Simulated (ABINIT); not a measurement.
## C: equation of state with PBEsol

**What was measured.**

“Equation of state of cubic boron nitride at high pressures and temperatures”, 2007, arxiv:cond-mat/0702656 quotes, for a bulk crystal of C: bulk modulus 442 ± 5 GPa.

Crystal: C.

```
C
1.0
     0.00000    1.78337    1.78337
     1.78337    0.00000    1.78337
     1.78337    1.78337    0.00000
C
2
Direct
  0.75000 0.75000 0.75000
  0.50000 0.50000 0.50000
```

This isn't the form of C at room conditions, which is graphite.

| Property | Result |
| --- | --- |
| Program | ABINIT 10.8.3 (patched build) |
| Task | equation of state |
| Functional | PBEsol |
| Potentials or basis | PseudoDojo NC SR PBEsol v0.4 stringent |
| Cutoff | 1116 eV |
| k mesh | 13 × 13 × 13 |
| Occupations | fermi-dirac, width 0.05 eV |
| Spin | no spin polarisation |

The equilibrium volume is 5.63 Å³/atom. The bulk modulus is 449 GPa and the pressure derivative of the bulk modulus is 3.7.

Energy against volume, from the lowest point:
```csv
volume (Å³/atom),energy (meV/atom)
5.332,24.26
5.445,8.91
5.558,1.04
5.672,0.00
5.785,5.16
5.899,15.97
6.012,31.92
```

Run time: 73 s on 1 thread of Arm Neoverse V1 (shared host), peak memory 0.11 GiB.

A measured bulk modulus of C is 442 GPa (quoted in “Equation of state of cubic boron nitride at high pressures and temperatures”, 2007, arxiv:cond-mat/0702656); the calculated 449 GPa misses it by +1.6 %. 3 values of this kind are on record (442 to 444.8 GPa); this one was drawn at random among those near their median, those with a stated uncertainty first. The fit is for a static lattice scaled at fixed shape and fixed fractional positions. The cell as given is a measured one (5.67 Å³/atom); PBEsol puts the equilibrium volume -0.7 % from it, thermal expansion not counted.

Caveat: pressures at fixed basis lie under the slope of the energies.
